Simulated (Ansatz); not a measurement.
# Si₂Mo: pressure against volume ratio

Results calculated with Ansatz 0.2.0, not measured. Plane-wave density functional theory, PAW datasets, Gaussian smearing 0.05 eV: equation of state, the given cell scaled in volume with shape and atoms relaxed at each volume.

The cell before it is scaled or strained (space group I4/mmm, No. 139):
```
Si2Mo
1.0
     -1.6085     1.6085     3.9366
      1.6085    -1.6085     3.9366
      1.6085     1.6085    -3.9366
Si Mo
2 1
Direct
  0.33510 0.33510 0.00000
  0.66490 0.66490 0.00000
  0.00000 0.00000 0.00000
```

Settings of every row: paw set soft_2; functional PBE; spin treatment none; moment partition spheres; spin axis none; wave cutoff 420 eV; k mesh 14x14x14; symmetry use detected.

Atom hubbard u: 0 on all atoms.

| row | volume ratio | V (Å³/atom) | pressure (GPa) | energy above given cell (meV per atom) |
| --- | --- | --- | --- | --- |
| 1 | 0.945 | 12.833 | 13.06 | 28.89 |
| 2 | 0.96 | 13.037 | 9.099 | 14.84 |
| 3 | 0.98 | 13.309 | 4.297 | 3.57 |
| 4 | 1 | 13.58 | ? | ? |
| 5 | 1.02 | 13.852 | -3.875 | 3.35 |
| 6 | 1.04 | 14.123 | -7.335 | 12.9 |
| 7 | 1.07 | 14.531 | -11.858 | 37.46 |
| 8 | 1.1 | 14.938 | -15.674 | 72.6 |

Question: what pressure should row 4 give?

Worked fit of pressure. Take u = (V_r/V)^(2/3) − 1 with V_r = 13.852 Å³ an atom, which is twice the finite (Eulerian) strain; such expansions in the strain, on which the Birch-Murnaghan equation of state is built, carry the rest volume and the bulk modulus. The shown rows have u = 0.05226, 0.04125, 0.02702, 0, -0.01283, -0.0314, -0.04907. Least squares give pressure = −3.8754 + 279.809 × u + 824.13 × u² + 434.9 × u³ GPa; a parabola predicts inner rows, each left out in turn, worse (root mean square 0.015 against 0.0053 GPa). The rows lie off it by 0.000, -0.001, 0.002, 0.000, -0.004, 0.004, -0.001. The pressure vanishes at u = 0.0133, or V = 13.58 Å³ an atom, and there the bulk modulus with shape and atoms relaxed is B = −V dP/dV = (2/3)(1 + u) dP/du = 204 GPa. The withheld row has u = 0.01331, so the fit gives −3.8754 + 279.809 × (0.01331) + 824.13 × (0.01331)² + 434.9 × (0.01331)³ = -0.004 GPa.

The calculation gave -0.012 GPa. The fit lies 0.008 GPa (67 % of the value, 0.028 % of the column's range) above it; its largest miss of a shown row is 0.004 GPa.

The other values of row 4: energy above given cell 0 meV per atom.
